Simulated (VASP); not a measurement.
A run of VASP 6.6.1 is set up as follows.

The input INCAR:

```
SYSTEM = InP
ALGO = Normal
EDIFF = 1E-6
EDIFFG = -0.01
ENCUT = 600
GGA = PE
IBRION = 2
ISIF = 3
ISMEAR = 0
LASPH = .TRUE.
LCHARG = .FALSE.
LREAL = .FALSE.
LWAVE = .FALSE.
NELM = 80
NSW = 90
PREC = Accurate
SIGMA = 0.03
```

Contents of KPOINTS:

```
k-points
0
G
  8 8 8
  0 0 0
```

Contents of POSCAR:

```
InP
1.0
    0.0000000000      2.9305000000      2.9305000000
    2.9305000000      0.0000000000      2.9305000000
    2.9305000000      2.9305000000      0.0000000000
In P
1 1
Direct
    0.0000000000      0.0000000000      0.0000000000
    0.2500000000      0.2500000000      0.2500000000
```

Potentials or basis: VASP PAW PBE potentials, release 64 (In_d, P).

The run is started by

```console
$ cat potpaw_PBE.64/In_d/POTCAR potpaw_PBE.64/P/POTCAR > POTCAR
$ mpirun -np 1 vasp_std > vasp.out
```

Problem. What does it give for the relaxed cell?

Solution. a = 4.213 Å, b = 4.213 Å, c = 4.213 Å, α = 60.00°, β = 60.00°, γ = 60.00°.

Problem. What does it give for the relaxed volume?

Solution. 26.44 Å³/atom.

Step by step:
| step | energy change (eV) | largest force (eV/Å) | pressure (GPa) | volume (Å³) |
| --- | --- | --- | --- | --- |
| 1 | 0.0000 | 0.0000 | 3.30 | 50.33 |
| 2 | -0.0192 | 0.0000 | -1.39 | 54.20 |
| 3 | -0.0251 | 0.0000 | 0.01 | 52.88 |

 PBE usually gives volumes a little too large and moduli too small.
